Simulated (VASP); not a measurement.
## BAs: relaxation of cell and atoms with LDA

BAs:

```
B As
1.0
     0.00000    2.38500    2.38500
     2.38500    0.00000    2.38500
     2.38500    2.38500    0.00000
B As
1 1
Direct
  0.00000 0.00000 0.00000
  0.25000 0.25000 0.25000
```

The cell was built by a generator and needn't be a form met in nature.

```json
{
 "Program": "VASP 6.6.1",
 "Task": "relaxation of cell and atoms",
 "Functional": "LDA",
 "Potentials or basis": "VASP PAW LDA potentials, release 64 (B, As)",
 "Cutoff": "600 eV",
 "k mesh": "10 × 10 × 10",
 "Occupations": "gaussian, width 0.02 eV",
 "Spin": "no spin polarisation",
 "Dipole correction": "no",
 "Further INCAR settings": "ALGO = Normal; EDIFF = 1e-06; IBRION = 2; EDIFFG = -0.002; NSW = 100; ISIF = 3"
}
```

* Relaxed volume: 13.33 Å³/atom
* Relaxed cell: a = 3.353 Å, b = 3.353 Å, c = 3.353 Å, α = 60.00°, β = 60.00°, γ = 60.00°
* Space group after relaxing (to 0.05 Å): F-43m (No. 216)
* Energy gained by relaxing: 1.9 meV/atom
* Ionic steps: 3
* Pressure after relaxing: 0.0 GPa
* Band gap on the k mesh: 1.10 eV, indirect (least direct gap 3.28 eV)

Step by step:
```
step  energy change (eV)  largest force (eV/Å)  pressure (GPa)  volume (Å³)
   1              0.0000                0.0000           -2.49        27.13
   2             -0.0016                0.0000            2.01        26.31
   3             -0.0037                0.0000            0.00        26.66
```

Final structure:
```
B As
1.0
     0.00000    2.37114    2.37114
     2.37114    0.00000    2.37114
     2.37114    2.37114    0.00000
B As
1 1
Direct
  0.00000 0.00000 0.00000
  0.25000 0.25000 0.25000
```

Levels at points of the mesh, in eV from the valence-band top:
```
           k point  band 2  band 3  band 4  band 5  band 6  band 7
(0.00, 0.00, 0.00)    0.00    0.00    0.00    3.28    3.28    3.28
(0.50, 0.00, 0.00)   -8.92   -1.85   -1.85    2.82    4.78    4.78
(0.50, 0.50, 0.00)   -8.55   -4.17   -4.17    1.32    1.39   11.44
```

Run time: 33 s on 1 thread of Intel(R) Xeon(R) Platinum 8375C CPU @ 2.90GHz (Ice Lake), with other jobs on the host, peak memory 0.15 GiB.

A k mesh can miss the band edges.
